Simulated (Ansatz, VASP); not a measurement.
# Two plane-wave programs on Ta2N

```
CELL_PARAMETERS angstrom
3.51037 0.00000 0.00000
-1.75518 3.04007 0.00000
0.00000 0.00000 4.74555
ATOMIC_POSITIONS crystal
Ta 0.66667 0.33333 0.33710
Ta 0.00000 0.00000 0.49221
N 0.33333 0.66667 0.81968
```

Alike in both runs: task relaxation of cell and atoms; functional PBE; k mesh 6 × 6 × 4; occupations gaussian, width 0.1 eV; no spin polarisation.

|  | VASP | Ansatz |
| --- | --- | --- |
| version | VASP 6.6.1 | Ansatz 0.2.0 |
| potentials or method | VASP PAW PBE potentials, release 64 (Ta_pv, N) | scalar-relativistic, plane waves, PAW |
| plane-wave cutoff (eV) | 600 | 420 |
| valence electrons in the cell | 27 | 31 |

VASP gave:

* gap on the k mesh at the Fermi level, each at its own relaxed structure (eV): none
* relaxed volume (Å³/atom): 13.60
* relaxed cell length with the largest relative difference (Å): 4.860
* energy change over the relaxation (meV/atom): -4913

**Question.** What did Ansatz give for the same quantities?

**Answer.** gap on the k mesh at the Fermi level, each at its own relaxed structure (eV): none; relaxed volume (Å³/atom): 13.60; relaxed cell length with the largest relative difference (Å): 4.856; energy change over the relaxation (meV/atom): -4891.

A gap of «none» marks a metal or a gap that the smearing closes. The two sets of potentials don't hold the same shells in valence.

Caveats: the volume moved by over 15 % at a fixed basis, so the end points are rough (VASP). Spin-orbit coupling is left out, which matters for the levels of Ta.
